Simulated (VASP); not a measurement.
Write the native input for VASP 6.6.1 that does the following.

* Task: single point
* Functional: PBE
* Potentials or basis: VASP PAW PBE potentials, release 64 (Pb, Te)
* Cutoff: 500 eV
* k mesh: 7 × 7 × 7
* Occupations: gaussian, width 0.05 eV
* Spin: no spin polarisation
* Further INCAR settings: ALGO = Fast; EDIFF = 1e-06

The structure of TePb lies in POSCAR:

```
TePb
1.0
    0.0000000000      3.2310000000      3.2310000000
    3.2310000000      0.0000000000      3.2310000000
    3.2310000000      3.2310000000      0.0000000000
Pb Te
1 1
Cartesian
    0.0000000000      0.0000000000      0.0000000000
    3.2310000000      3.2310000000      3.2310000000
```

The input as run:

INCAR

```
ALGO = Fast
EDIFF = 1E-6
ENCUT = 500
GGA = PE
ISIF = 2
ISMEAR = 0
LASPH = True
LCHARG = False
LREAL = False
LWAVE = False
NELM = 60
PREC = Accurate
SIGMA = 0.05
```

KPOINTS

```
k-points
0
Gamma
  7 7 7
```

Potentials or basis: VASP PAW PBE potentials, release 64 (Pb, Te).

The run is started by

```console
$ cat potpaw_PBE.64/Pb/POTCAR potpaw_PBE.64/Te/POTCAR > POTCAR
$ mpirun -np 1 vasp_std > vasp.out
```

It gave:

```
Pressure : 2.0 GPa
```

It took 9.7 s on 1 thread of Intel(R) Xeon(R) 6975P-C (Granite Rapids), on a shared host, peak memory 0.2 GiB.
